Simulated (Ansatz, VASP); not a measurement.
**One calculation of Mo, two programs**

Contents of INCAR:

```
  ALGO = Normal
  EDIFF = 1E-6
  ENCUT = 520
  ISIF = 2
  ISMEAR = -1
  LASPH = T
  LCHARG = F
  LREAL = F
  LWAVE = F
  NBANDS = 13
  NELM = 100
  PREC = Accurate
  SIGMA = 0.05
```

Contents of KPOINTS:

```
k-points
0
Gamma
  12 12 12
```

Contents of POSCAR:

```
Mo
1.0
   -1.5731790612      1.5731790612      1.5731790612
    1.5731790612     -1.5731790612      1.5731790612
    1.5731790612      1.5731790612     -1.5731790612
Mo
1
Direct
    0.0000000000      0.0000000000      0.0000000000
```

input.yaml

```yaml
crystal:
  lattice:
    - [-1.5731790612, 1.5731790612, 1.5731790612]
    - [1.5731790612, -1.5731790612, 1.5731790612]
    - [1.5731790612, 1.5731790612, -1.5731790612]
  atoms:
    - { symbol: Mo, position: [0.0, 0.0, 0.0] }
kpoints:
  mp_grid: { grid: [12, 12, 12] }
scf:
  occupations: { method: fermi_dirac, width: 0.05 }
hamiltonian:
  xc: lda
  pseudopotentials: { kind: all_electron, lapw: { basis_error: 0.001 } }
output:
  forces: true
  stress: true
  eigenvalues: true
```

Change from the starting cell: volume scaled by 0.98.

Alike in both runs: task single point; functional LDA; k mesh 12 × 12 × 12; occupations fermi-dirac, width 0.05 eV; no spin polarisation.

|  | VASP | Ansatz |
| --- | --- | --- |
| version | VASP 6.6.1 | Ansatz 0.2.0 |
| potentials or method | VASP PAW LDA potentials, release 64 (Mo_sv) | all-electron LAPW, scalar-relativistic |
| plane-wave cutoff (eV) | 520 | see its input |

VASP gave:

| Item | Value |
| --- | --- |
| gap on the k mesh at the Fermi level (eV) | none |
| pressure (GPa) | -8.2 |

Question: Estimate Ansatz's values.

Answer: gap on the k mesh at the Fermi level (eV): none; pressure (GPa): -9.2.

A gap of «none» marks a metal or a gap that the smearing closes. Ansatz ran all-electron here, so the differences hold the error of VASP's frozen core and of both bases.
